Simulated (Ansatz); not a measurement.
Reaction (hydrogen abstraction from a C–H bond): `CC(F)CF` + `F[C](F)F`• → `C[C](F)CF`• + trifluoromethane

Isolated molecules relaxed with PBE0-D4/def2-TZVP in Ansatz; ΔE leaves out vibrations. CCSD(T)/CBS adds triple-zeta CCSD(T) − MP2 to the extrapolated MP2 energy (def2 sets, frozen cores). This one scheme is used for every species. Functionals use def2-TZVPP. B3LYP here is the variant with VWN-RPA as its local correlation; programs differ in this. HSE06 is defined as in plane-wave codes. No spin–orbit coupling; open shells (•) take unrestricted orbitals. One conformer a species, not always the lowest.

| level | ΔE (kJ/mol) | difference from CCSD(T)/CBS |
| --- | --- | --- |
| LDA (SPW92) | -42.5 | -5.6 |
| PBE-D4 | -41.0 | -4.1 |
| revPBE-D4 | -39.6 | -2.7 |
| BLYP-D4 | -42.1 | -5.2 |
| r2SCAN-D4 | -39.6 | -2.7 |
| B97M-V | -42.8 | -5.9 |
| B3LYP-D4 | -41.1 | -4.2 |
| r2SCANh-D4 | -38.8 | -1.9 |
| r2SCAN0-D4 | -37.9 | -1.0 |
| HSE06-D4 | -39.1 | -2.2 |
| BHLYP-D4 | -39.4 | -2.5 |
| CAM-B3LYP-D4 | -39.6 | -2.7 |
| ωB97X-V | -37.5 | -0.6 |
| ωB97M-V | -41.1 | -4.2 |
| B2PLYP | -38.2 | -1.3 |
| PBE-QIDH | -35.8 | 1.1 |
| PBE | -41.6 | -4.7 |
| revPBE | -41.9 | -5.0 |
| BLYP | -43.4 | -6.5 |
| r2SCAN | -39.7 | -2.8 |
| PBE0 | -39.5 | -2.6 |
| B3LYP | -41.9 | -5.0 |
| r2SCANh | -39.0 | -2.1 |
| r2SCAN0 | -38.0 | -1.1 |
| HSE06 | -39.5 | -2.6 |
| CAM-B3LYP | -40.0 | -3.1 |
| LC-ωPBE | -37.4 | -0.5 |
| HF/def2-SVP | -36.2 | 0.7 |
| MP2/def2-SVP | -27.7 | 9.2 |
| CCSD/def2-SVP | -33.0 | 3.9 |
| CCSD(T)/def2-SVP | -32.1 | 4.8 |
| HF/def2-TZVPP | -33.4 | 3.5 |
| MP2/def2-TZVPP | -31.2 | 5.7 |
| SCS-MP2/def2-TZVPP | -32.4 | 4.5 |
| CCSD(T)/def2-TZVPP | -36.0 | 0.9 |
| HF/def2-QZVPP | -33.1 | 3.8 |
| MP2/def2-QZVPP | -31.6 | 5.3 |
| SCS-MP2/def2-QZVPP | -32.9 | 4.0 |
| HF/CBS(def2) | -33.1 | 3.8 |
| CCSD/CBS(def2) | -37.3 | -0.4 |
| CCSD(T)/CBS | -36.9 | 0 |

Task: What do rigid-rotor, harmonic-oscillator terms from PBE0-D4/def2-TZVP frequencies (298.15 K, 1 bar) make of the CCSD(T)/CBS value? (Best estimate.)

Result: Computed: ΔZPE = -1.7 kJ/mol, ΔH = -37.7 kJ/mol, ΔS = 9 J/(mol·K), ΔG = -40.5 kJ/mol. Open shells count their whole term as degenerate.

Largest T1 diagnostic among the species: 0.014.

From BLYP to BHLYP (50 % exact exchange), in def2-TZVPP and without D4, ΔE moves by +3.5 kJ/mol. At CCSD(T), def2-SVP lies +4.8 kJ/mol from the extrapolated value and def2-TZVPP +0.9 kJ/mol.

CCSD(T)/CBS has its own doubt, a few kJ/mol and more with outer-core shells, so smaller differences from it don't rank the levels.
